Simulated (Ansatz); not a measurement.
All numbers below come from Ansatz, DFT PBE, scalar-relativistic, plane waves, PAW. All cells share a 420 eV cutoff and Γ-centred k meshes spaced at most about 0.3 Å⁻¹ (about 0.25 or finer for metals, 2π included). No spin polarisation.

These are static total energies at zero pressure.

Task: Order these relaxed structures of Mg₅Te₂ by energy, lowest first, with the energy over the lowest of them.
A.

Space group P-1 (No. 2). a = 4.180 Å, b = 7.348 Å, c = 12.668 Å, α = 97.30°, β = 90.20°, γ = 90.04°
```csv
atom,site,symmetry,x,y,z
Mg,2i,1,0.2459,0.9672,0.1933
Mg,2i,1,0.7483,0.3509,0.2545
Mg,2i,1,0.7484,0.1690,0.0339
Mg,2i,1,0.2493,0.5022,0.0967
Mg,2i,1,0.2493,0.2553,0.4878
Te,2i,1,0.7475,0.0301,0.3607
Te,2i,1,0.2488,0.5654,0.3623
```

B.

Space group P-3m1 (No. 164). a = 4.243 Å, b = 4.243 Å, c = 12.381 Å, α = 90.00°, β = 90.00°, γ = 120.00°
```tsv
atom	site	symmetry	x	y	z
Mg	2d	3m.	0.3333	0.6667	0.7226
Mg	2d	3m.	0.6667	0.3333	0.5676
Mg	1a	-3m.	0.0000	0.0000	0.0000
Te	2d	3m.	0.6667	0.3333	0.8592
```

Result: A (0 meV/atom), B (47 meV/atom). Counting Mg atoms around Te (those within 1.25 times the shortest such distance or 1.15 times the sum of covalent radii; a plus sign parts nearer from farther groups; a slash parts the counts of unlike sites): A has Te 5+1/6; B has Te 6+1. Origin: A, invented, then shaken at random and relaxed again; B, invented.

Spin–orbit coupling, which can matter for Te, is left out. Cells relaxed within their symmetry can be saddle points. Some structure types and database cells were kept out of the candidates from the start, so a known form may be missing.
